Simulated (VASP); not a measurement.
## BP: relaxation of the atoms with PBE

Crystal: BP.

```xyz
2
Lattice="0.0000 2.2579 2.2579 2.2579 0.0000 2.2579 2.2579 2.2579 0.0000" Properties=species:S:1:pos:R:3 pbc="T T T"
B     0.0000    0.0000    0.0000
P     1.1289    1.1289    1.1289
```

The cell isn't the ideal one: a relaxed cell with its volume scaled by 0.98.

```json
{
 "Program": "VASP 6.6.1",
 "Task": "relaxation of the atoms",
 "Functional": "PBE",
 "Potentials or basis": "VASP PAW PBE potentials, release 64 (B_s, P)",
 "Cutoff": "300 eV",
 "k mesh": "5 × 5 × 5",
 "Occupations": "gaussian, width 0.03 eV",
 "Spin": "no spin polarisation",
 "Further INCAR settings": "ALGO = Fast; EDIFF = 1e-07; IBRION = 2; EDIFFG = -0.01; NSW = 40"
}
```

The band gap on the k mesh is 1.21 eV, indirect (least direct gap 3.42 eV).

Final structure:
```cif
data_structure
_symmetry_space_group_name_H-M 'P 1'
_symmetry_Int_Tables_number 1
_cell_length_a 3.1931
_cell_length_b 3.1931
_cell_length_c 3.1931
_cell_angle_alpha 60.000
_cell_angle_beta 60.000
_cell_angle_gamma 60.000
_cell_volume 23.02
loop_
_atom_site_label
_atom_site_type_symbol
_atom_site_fract_x
_atom_site_fract_y
_atom_site_fract_z
_atom_site_occupancy
B1 B 0.00000 0.00000 0.00000 1
P1 P 0.25000 0.25000 0.25000 1
```

Levels at points of the mesh, in eV from the valence-band top:
| k point | band 1 | band 2 | band 3 | band 4 | band 5 | band 6 | band 7 | band 8 |
| --- | --- | --- | --- | --- | --- | --- | --- | --- |
| (0.00, 0.00, 0.00) | -15.61 | 0.00 | 0.00 | 0.00 | 3.42 | 3.42 | 3.42 | 7.59 |

It took 3.8 s on 1 thread of Intel(R) Xeon(R) Platinum 8488C (Sapphire Rapids) (shared host), peak memory 0.11 GiB.

Caveat: the k mesh is coarse (spacing up to 0.48 Å⁻¹), so the values aren't converged; the relaxation stopped at its first step, so nothing moved; an odd mesh through Γ misses points on the zone boundary, where band edges often lie.
